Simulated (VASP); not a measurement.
GaAs:

```
CELL_PARAMETERS angstrom
0.00000 2.82685 2.82685
2.82685 0.00000 2.82685
2.82685 2.82685 0.00000
ATOMIC_POSITIONS crystal
Ga 0.00000 0.00000 0.00000
As 0.25000 0.25000 0.25000
```

```yaml
Program: VASP 6.6.1
Task: relaxation of cell and atoms
Functional: PBE
Potentials_or_basis: VASP PAW PBE potentials, release 64 (Ga_d, As)
Cutoff: 600 eV
k_mesh: 12 × 12 × 12
Occupations: gaussian, width 0.02 eV
Spin: no spin polarisation
```

At the start: pressure 3.5 GPa; volume 22.59 Å³/atom.

Task: Where does the relaxation end?

Result: Over 6 steps the energy falls by 12.1 meV/atom and the volume is 23.75 Å³/atom (+5.1 %); space group F-43m (No. 216, to 0.05 Å).

The path:
| step | energy change (eV) | largest force (eV/Å) | pressure (GPa) | volume (Å³) |
| --- | --- | --- | --- | --- |
| 1 | 0.0000 | 0.0000 | 3.46 | 45.18 |
| 2 | -0.0211 | 0.0000 | -1.03 | 48.44 |
| 3 | -0.0243 | 0.0000 | -0.06 | 47.54 |
| 4 | -0.0243 | 0.0000 | 0.08 | 47.49 |
| 5 | -0.0243 | 0.0000 | 0.07 | 47.49 |
| 6 | -0.0243 | 0.0000 | -0.01 | 47.50 |

Final structure:
```
Ga As
1.0
     0.00000    2.87443    2.87443
     2.87443    0.00000    2.87443
     2.87443    2.87443    0.00000
Ga As
1 1
Cartesian
  0.0000 0.0000 0.0000
  1.4372 1.4372 1.4372
```
